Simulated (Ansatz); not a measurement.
# SiS2 — ³³S NMR of the central transition

Cell: a computed structure from the Materials Project (it need not be an observed phase), ions relaxed with r2SCAN at fixed cell.

```cif
data_SiS2
_symmetry_space_group_name_H-M 'Ibam'
_symmetry_Int_Tables_number 72
_cell_length_a 5.7494
_cell_length_b 9.8209
_cell_length_c 5.5487
_cell_angle_alpha 90.000
_cell_angle_beta 90.000
_cell_angle_gamma 90.000
loop_
_atom_site_label
_atom_site_type_symbol
_atom_site_symmetry_multiplicity
_atom_site_Wyckoff_symbol
_atom_site_fract_x
_atom_site_fract_y
_atom_site_fract_z
Si Si 4 a 0.0000 0.0000 0.7500
S S 8 j 0.2983 0.3846 0.5000
```

One atom of each set is listed; the run and its k-mesh use a cell of 6 atoms with edges of 6.33, 6.33, 6.33 Å.

All values are calculated (Ansatz; DFT, r2SCAN, plane waves and PAW, scalar-relativistic, 500 eV cutoff, Γ-centred 8×8×8 k-points, Fermi–Dirac smearing 0.01 eV), not measured.

³³S has I = 3/2 and Q = -69.40 mb (Pyykkö 2018); at 18.8 T its Larmor frequency is ν₀ = 61.5 MHz. Only the quadrupole interaction is simulated: positions count from each site's isotropic chemical shift, and shift anisotropy, dipolar and J coupling are left out.

(1) Simulate the second-order pattern (static powder, Gaussian broadening 60 kHz) of site S (2 Si at 2.13 Å, angle 81°).

Answers

(1) The calculation gives C_Q = 21.2 MHz and η = 0.66, so ν_Q = 10.6 MHz and the centre of gravity lies at -3412 ppm (-210 kHz).

| offset (kHz) | height |
| --- | --- |
| -1108.0 | 0 |
| -1052.7 | 3 |
| -997.5 | 25 |
| -942.2 | 36 |
| -886.9 | 38 |
| -831.6 | 39 |
| -776.3 | 41 |
| -721.1 | 42 |
| -665.8 | 44 |
| -610.5 | 47 |
| -555.2 | 49 |
| -500.0 | 52 |
| -444.7 | 56 |
| -389.4 | 61 |
| -334.1 | 67 |
| -278.8 | 78 |
| -223.6 | 98 |
| -168.3 | 92 |
| -113.0 | 80 |
| -57.7 | 77 |
| -2.5 | 77 |
| 52.8 | 76 |
| 108.1 | 78 |
| 163.4 | 100 |
| 218.7 | 70 |
| 273.9 | 44 |
| 329.2 | 38 |
| 384.5 | 35 |
| 439.8 | 33 |
| 495.1 | 22 |
| 550.3 | 3 |
| 605.6 | 0 |

At S V_zz stands upright on the plane of its two bonds (within 1°).

With ν_Q/ν₀ up to 0.17, terms beyond second order are no longer negligible.
